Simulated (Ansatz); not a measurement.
# Tantalum, hcp: HSE06 after PBE

Aim: see what exact exchange does to the levels, and what it costs. Spin polarisation is left out. The geometry was relaxed under PBE beforehand and is kept. Exact exchange is dear, so the k-mesh is coarse, and PBE is run on the same mesh for comparison.

Computed with Ansatz 0.2.0 (DFT, plane waves (420 eV) with PBE-made PAW files, scalar-relativistic; functionals as named at each step, unless a step says otherwise).

## Step 1: The structure to begin with

It takes space group P6_3/mmc (No. 194, hexagonal). Conventional cell: a = 2.899 Å, b = 2.899 Å, c = 5.151 Å, α = 90.00°, β = 90.00°, γ = 120.00°. Ta (site symmetry -6m2) has 12 Ta at 2.90 to 3.07 Å as nearest neighbours.

Structure file:

```
Ta
1.0
     2.89869    0.00000    0.00000
    -1.44935    2.51034    0.00000
     0.00000    0.00000    5.15088
Ta
2
Cartesian
  0.0000 1.6736 1.2877
  1.4493 0.8368 3.8632
```

## Step 2: PBE, coarse mesh

The run with PBE.

input.yaml

```yaml
crystal:
  lattice:
    - [2.8986915389, 0.0, 0.0]
    - [-1.4493457695, 2.5103405104, 0.0]
    - [0.0, 0.0, 5.1508768352]
  atoms:
    - { symbol: Ta, position: [0.3333333333, 0.6666666667, 0.25] }
    - { symbol: Ta, position: [0.6666666667, 0.3333333333, 0.75] }
hamiltonian:
  xc: pbe
  pseudopotentials:
    kind: paw
    azcp:
      Ta: "pseudopotentials/Ta.paw.azcp"
basis:
  ecutwfc: 420
  fft_grid_basis: typed
kpoints:
  mp_grid: { grid: [6, 6, 3], shift: [0, 0, 0] }
magnetization:
  spin_polarized: false
scf:
  occupations: { method: fermi_dirac, width: 0.1 }
```

On the command line:

```sh
$ ansatz run input.yaml --threads 4 --pin off --max-ram 8192MiB --backend cpu --events-out ev --progress --plain --runs-dir out
```

## Step 3: HSE06, coarse mesh

The run with HSE06.

Changes to input.yaml since step 2:

```diff
@@ -9,3 +9,3 @@
 hamiltonian:
-  xc: pbe
+  xc: hse06
   pseudopotentials:
@@ -23 +23,6 @@
   occupations: { method: fermi_dirac, width: 0.1 }
+output:
+  write_density: true
+  write_potential: true
+  elf: true
+  volumetric_format: npy
```

(Steps that only read results are left out.)

What does the calculation give? Wanted: PBE: gap; HSE06: gap; HSE06: relative to bcc.

As calculated:

```
                         quantity                         value
                         PBE: gap  none (levels filled in part)
                       HSE06: gap  none (levels filled in part)
HSE06: SCF cycles, exchange loops                         17, 2
 HSE06: CPU time over that of PBE                            16
           HSE06: relative to bcc                 +325 meV/atom
```

**Reading.** Both PBE and HSE06 leave levels filled in part. The hybrid took 16 times as much CPU time as PBE on the same settings. HSE06 needed 2 outer loops of the exchange operator. The dense-mesh value adds +0.2 meV/atom, the change that PBE shows between the coarse mesh and its own dense run (not shown). Under HSE06 it lies 325 meV/atom above bcc (computed apart in the same way); on such meshes a few tens of meV are uncertain for metals. The total energies in the logs cannot be compared from one functional to another.
